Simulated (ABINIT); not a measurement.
Here is an ABINIT 10.8.3 (patched build) calculation.

Contents of run.abi:

```
# Datasets: one volume each
ndtset 7
getwfk -1
scalecart1 3*0.9795861087
scalecart2 3*0.9864848297
scalecart3 3*0.9932883884
scalecart4 3*1.0000000000
scalecart5 3*1.0066227096
scalecart6 3*1.0131594038
scalecart7 3*1.0196128224

# Pseudopotentials
pp_dirpath "./"
pseudos "Ge.LDA_PW-JTH.xml"

# Structure
acell 3*1.0 Angstrom
rprim
     0.0000000000     2.8289100000     2.8289100000
     2.8289100000     0.0000000000     2.8289100000
     2.8289100000     2.8289100000     0.0000000000
ntypat 1
znucl 32
natom 2
typat 1 1
xred
     0.7500000000     0.7500000000     0.7500000000
     0.5000000000     0.5000000000     0.5000000000

# Plane-wave basis
ecut 408.170794 eV
pawecutdg 30.0

# k points
kptopt 1
ngkpt 8 8 8
nshiftk 1
shiftk 0.0 0.0 0.0

# Exchange and correlation
ixc 7

# Bands and occupations
nband 18
occopt 3
tsmear 0.00183747

# SCF cycle
nstep 100
tolvrs 1.0e-9

# Output
iomode 3
prtwf 1
prtden 0
prteig 0
prtebands 0
```

Potentials or basis: JTH PAW LDA v2.0.

Command:

```sh
$ abinit run.abi > log 2>&1
```

Q: Predict the equilibrium volume.

A: 22.28 Å³/atom.

Q: Estimate the pressure derivative of the bulk modulus.

A: 4.3 (rough: it moves with the points fitted).

Energy against volume, from the lowest point:
```
volume (Å³/atom)  energy (meV/atom)
          21.281              10.62
          21.733               3.35
          22.186               0.00
          22.639               1.24
          23.092               6.26
          23.545              14.04
          23.997              25.15
```

Caveat: the cutoff is too short for stress, so the log's stress isn't used; pressures at fixed basis lie under the slope of the energies; the atomic spheres overlap.

**Experimental background.**

“Sub-monolayer structures of Ag overlayers on Ge(111): experimental observations and first-principles study”, 2019, arxiv:1908.00180 quotes, for a bulk crystal of Ge: bulk modulus 75.8 GPa.

Measured bulk modulus of Ge: 75.8 GPa (quoted in “Sub-monolayer structures of Ag overlayers on Ge(111): experimental observations and first-principles study”, 2019, arxiv:1908.00180). This calculation gives 69 GPa (-8.5 %). The fit is for a static lattice scaled at fixed shape and fixed fractional positions. The cell as given is a measured one (22.64 Å³/atom); LDA puts the equilibrium volume -1.6 % from it, thermal expansion not counted.
